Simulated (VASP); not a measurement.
A run of VASP 6.6.1 is set up as follows.

File INCAR:

```
SYSTEM = Sb2S3
PREC = Accurate ; ENCUT = 600
EDIFF = 1E-6 ; ISMEAR = 0
SIGMA = 0.03 ; LREAL = .FALSE.
LASPH = .TRUE. ; NELM = 80
ALGO = Normal ; ISIF = 3
LWAVE = .FALSE. ; LCHARG = .FALSE.
IBRION = 2 ; NSW = 90
EDIFFG = -0.01 ; KPAR = 4
```

The input KPOINTS:

```
regular mesh
0
G
  4 8 4
  0 0 0
```

Contents of POSCAR:

```
Sb2S3
1.0
   11.3110000000      0.0000000000      0.0000000000
    0.0000000000      3.8389000000      0.0000000000
    0.0000000000      0.0000000000     11.2230000000
Sb S
8 12
Direct
    0.4706100000      0.2500000000      0.3259500000
    0.0293900000      0.7500000000      0.8259500000
    0.9706100000      0.2500000000      0.1740500000
    0.5293900000      0.7500000000      0.6740500000
    0.3505900000      0.7500000000      0.0360200000
    0.1494100000      0.2500000000      0.5360200000
    0.8505900000      0.7500000000      0.4639800000
    0.6494100000      0.2500000000      0.9639800000
    0.2921400000      0.2500000000      0.1918100000
    0.2078600000      0.7500000000      0.6918100000
    0.7921400000      0.2500000000      0.3081900000
    0.7078600000      0.7500000000      0.8081900000
    0.5498000000      0.7500000000      0.1230000000
    0.9502000000      0.2500000000      0.6230000000
    0.0498000000      0.7500000000      0.3770000000
    0.4502000000      0.2500000000      0.8770000000
    0.3751000000      0.7500000000      0.4389000000
    0.1249000000      0.2500000000      0.9389000000
    0.8751000000      0.7500000000      0.0611000000
    0.6249000000      0.2500000000      0.5611000000
```

Potentials or basis: VASP PAW LDA potentials, release 64 (Sb, S).

Launch:

```bash
$ cat potpaw_LDA.64/Sb/POTCAR potpaw_LDA.64/S/POTCAR > POTCAR
$ mpirun -np 4 vasp_std > vasp.out
```

Task: What does it give for the band gap on the k mesh?

Result: 1.08 eV, direct.

Task: What does it give for the space group after relaxing (to 0.05 Å)?

Result: Pnma (No. 62).

Step by step:
```
step  energy change (eV)  largest force (eV/Å)  pressure (GPa)  volume (Å³)
   1              0.0000                0.1933           -1.76       487.32
   2             -0.1044                0.4422            0.80       468.68
   3             -0.1079                0.4041            0.39       471.40
   4             -0.1850                0.2051            0.09       467.14
   5             -0.2020                0.2301           -0.09       463.82
   6             -0.2411                0.1370           -0.15       460.98
   7             -0.2506                0.1729           -0.17       458.70
   8             -0.2676                0.0920            0.18       455.22
   9             -0.2682                0.0962            0.27       454.39
  10             -0.2719                0.0903           -0.28       456.44
  11             -0.2725                0.0741           -0.14       455.87
  12             -0.2763                0.0461           -0.05       455.18
  13             -0.2772                0.0541            0.02       454.63
  14             -0.2786                0.0262           -0.01       454.60
  15             -0.2791                0.0270           -0.04       454.57
  16             -0.2793                0.0230            0.06       453.89
  17             -0.2793                0.0231            0.06       453.88
  18             -0.2796                0.0195            0.05       453.87
  19             -0.2798                0.0148            0.00       453.83
  20             -0.2800                0.0095            0.00       453.83
```

Caveat: spin-orbit coupling is left out, which moves the levels of the heavy elements. A k mesh can miss the band edges.
